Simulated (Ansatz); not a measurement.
# Mn3O4 (Hausmannite): the cost of one run

Computed with Ansatz 0.2.0 (DFT r²SCAN, scalar-relativistic, plane waves, PAW, unless a step's input says otherwise).

## 1. The starting structure

It takes space group I4_1/amd (No. 141, tetragonal). The conventional cell has a = 5.785 Å, b = 5.785 Å, c = 9.454 Å, α = 90.00°, β = 90.00°, γ = 90.00°. Mn (site symmetry -4m2) is surrounded by 4 O at 2.03 Å. Mn (site symmetry 2/m) is surrounded by 4 O at 1.94 Å. Around O (site symmetry m) lie 3 Mn at 1.94 to 2.03 Å.

Structure file:

```cif
data_structure
_symmetry_space_group_name_H-M 'I4_1/amd:1'
_symmetry_Int_Tables_number 141
_cell_length_a 5.7845
_cell_length_b 5.7845
_cell_length_c 9.4545
_cell_angle_alpha 90.000
_cell_angle_beta 90.000
_cell_angle_gamma 90.000
_cell_volume 316.35
loop_
_atom_site_label
_atom_site_type_symbol
_atom_site_symmetry_multiplicity
_atom_site_Wyckoff_symbol
_atom_site_fract_x
_atom_site_fract_y
_atom_site_fract_z
_atom_site_occupancy
Mn1 Mn 4 a 0.00000 0.00000 0.00000 1
Mn2 Mn 8 d 0.50000 0.75000 0.12500 1
O1 O 16 h 0.00000 0.22275 0.38142 1
```

This cell comes from an earlier session at r²SCAN: 11.298 Å³/atom at 0.02 GPa, on a 8×8×8 mesh.

## 2. Ferrimagnetic, in the cell as typed

input.yaml reads:

```yaml
crystal:
  lattice:
    - [-2.892253678, 2.892253678, 4.7272326607]
    - [2.892253678, -2.892253678, 4.7272326607]
    - [2.892253678, 2.892253678, -4.7272326607]
  atoms:
    - { symbol: Mn, position: [0.0, 0.0, 0.0], spin: 4.0 }
    - { symbol: Mn, position: [0.75, 0.25, 0.5], spin: 4.0 }
    - { symbol: Mn, position: [0.875, 0.625, 0.25], spin: -4.0 }
    - { symbol: Mn, position: [0.375, 0.625, 0.25], spin: -4.0 }
    - { symbol: Mn, position: [0.375, 0.625, 0.75], spin: -4.0 }
    - { symbol: Mn, position: [0.375, 0.125, 0.75], spin: -4.0 }
    - { symbol: O, position: [0.6041658203, 0.381416743, 0.2227490774] }
    - { symbol: O, position: [0.131416743, 0.4086676656, 0.2772509226] }
    - { symbol: O, position: [0.1586676656, 0.381416743, 0.7772509226] }
    - { symbol: O, position: [0.131416743, 0.8541658203, 0.7227490774] }
    - { symbol: O, position: [0.1458341797, 0.868583257, 0.2772509226] }
    - { symbol: O, position: [0.618583257, 0.3958341797, 0.7772509226] }
    - { symbol: O, position: [0.5913323344, 0.868583257, 0.7227490774] }
    - { symbol: O, position: [0.618583257, 0.8413323344, 0.2227490774] }
basis:
  ecutwfc: 500
  ecutrho_ratio: 4
kpoints:
  mp_grid: { grid: [8, 8, 8] }
hamiltonian:
  xc: r2scan
scf:
  occupations: { method: gaussian, width: 0.05 }
  lower_state_search: "off"
output:
  forces: true
  stress: true
  eigenvalues: true
  populations: true
magnetization:
  spin_polarized: true
```

Command:

```sh
$ ansatz run input.yaml --threads 4 --pin off --max-ram 10240MiB --backend cpu --events-out ev --progress --plain --runs-dir out
```

Q: Estimate wall time and peak memory on 4 threads of Intel Xeon Platinum 8259CL at 2.50GHz (Skylake/Cascade Lake), shared host.

About 2.6 min, with a peak of 2.3 GiB.
